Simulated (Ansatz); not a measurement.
## CsBr: what relativity and spin–orbit coupling change

```
Cs Br
1.0
     4.28600    0.00000    0.00000
     0.00000    4.28600    0.00000
     0.00000    0.00000    4.28600
Cs Br
1 1
Direct
  0.00000 0.00000 0.00000
  0.50000 0.50000 0.50000
```

Atom numbers follow the list: Cs1, Br2.

The cell is COD entry 9008788, as deposited and not checked against the literature; nothing was relaxed. It is an old determination, and later ones may differ.

One fixed cell is solved with PBE by PAW (frozen-core files) in Ansatz 0.2.0 under different relativistic treatments. Pressure is positive in compression.

Settings: a Γ-centred 6×6×6 k mesh, Fermi–Dirac smearing of 0.03 eV, cutoff 420 eV, no spin polarisation.

| setting | P (GPa) | gap over the k mesh and a high-symmetry path (eV) | lowest level at Γ above −25 eV, from the valence-band top or, without a gap, the Fermi level (eV) |
| --- | --- | --- | --- |
| scalar-relativistic | 1.05 | ? | -19.76 |
| with spin–orbit coupling | 1.05 | 4.35 | ? |

Question: What belongs in the row "with spin–orbit coupling", column "lowest level at Γ above −25 eV, from the valence-band top or, without a gap, the Fermi level (eV)"?

Answer: -19.91.

Question: Fill in "gap over the k mesh and a high-symmetry path (eV)" for the row "scalar-relativistic".

Answer: 4.53.
